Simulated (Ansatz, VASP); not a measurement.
This is a calculation of N for VASP 6.6.1.

INCAR

```
PREC = Accurate
ENCUT = 520
EDIFF = 1E-7
ISMEAR = -1
SIGMA = 0.05
LREAL = False
LASPH = True
NELM = 60
ALGO = Normal
ISIF = 2
LWAVE = False
LCHARG = False
GGA = PE
NBANDS = 18
```

KPOINTS

```
regular mesh
0
Gamma
  7 7 4
```

POSCAR

```
N
1.0
    4.2489640077      0.0000000000      0.0000000000
   -2.1244820039      3.6797107705      0.0000000000
    0.0000000000      0.0000000000      7.1434110127
N
4
Direct
    0.6666666667      0.3333333333      0.6710699600
    0.6666666667      0.3333333333      0.8289300400
    0.3333333333      0.6666666667      0.1710699600
    0.3333333333      0.6666666667      0.3289300400
```

Potentials or basis: VASP PAW PBE potentials, release 64 (N).

Command:

```sh
$ cat potpaw_PBE.64/N/POTCAR > POTCAR
$ mpirun -np 1 vasp_std > vasp.out
```

Problem. Set up the same calculation for Ansatz 0.2.0. Potentials there: all-electron LAPW, scalar-relativistic.

Solution. As run (the cutoff follows the program's own potentials):

The input input.yaml:

```yaml
crystal:
  lattice:
    - [4.2489640077, 0.0, 0.0]
    - [-2.1244820039, 3.6797107705, 0.0]
    - [0.0, 0.0, 7.1434110127]
  atoms:
    - { symbol: "N", position: [0.6666666667, 0.3333333333, 0.67106996] }
    - { symbol: "N", position: [0.6666666667, 0.3333333333, 0.82893004] }
    - { symbol: "N", position: [0.3333333333, 0.6666666667, 0.17106996] }
    - { symbol: "N", position: [0.3333333333, 0.6666666667, 0.32893004] }
kpoints:
  mp_grid: { grid: [7, 7, 4] }
scf:
  occupations: { method: fermi_dirac, width: 0.05 }
hamiltonian:
  xc: pbe
  pseudopotentials: { kind: all_electron, lapw: { basis_error: 0.001 } }
output:
  forces: true
  stress: true
  eigenvalues: true
```

Potentials or basis: all-electron LAPW, scalar-relativistic.

Launch:

```bash
$ ansatz run input.yaml --threads 2 --pin off --max-ram 6144MiB --backend cpu --events-out ev --progress --plain --runs-dir out
```

Both were run:

|  | VASP | Ansatz | Ansatz less VASP |
| --- | --- | --- | --- |
| gap on the k mesh at the Fermi level (eV) | 6.90 | 6.95 | +0.045 |
| least direct gap on the mesh (eV) | 7.15 | 7.19 | +0.043 |
| pressure (GPa) | -2.2 | -3.4 | -1.24 |
| largest component of the traceless stress (GPa) | 4.46 | 7.19 | +2.734 |
| rms of the force components (eV/Å) | 1.194 | 1.937 | +0.7434 |

Atom by atom the forces differ by 0.743 eV/Å (rms over components). Ansatz ran all-electron here, so the differences hold the error of VASP's frozen core and of both bases.

Caveats: an odd mesh through Γ misses points on the zone boundary, where band edges often lie; forces of over 1 eV/Å show positions far from the minimum, so gaps and moduli don't describe the material at rest; the standard files for N, O and F lose accuracy on very short bonds (VASP).
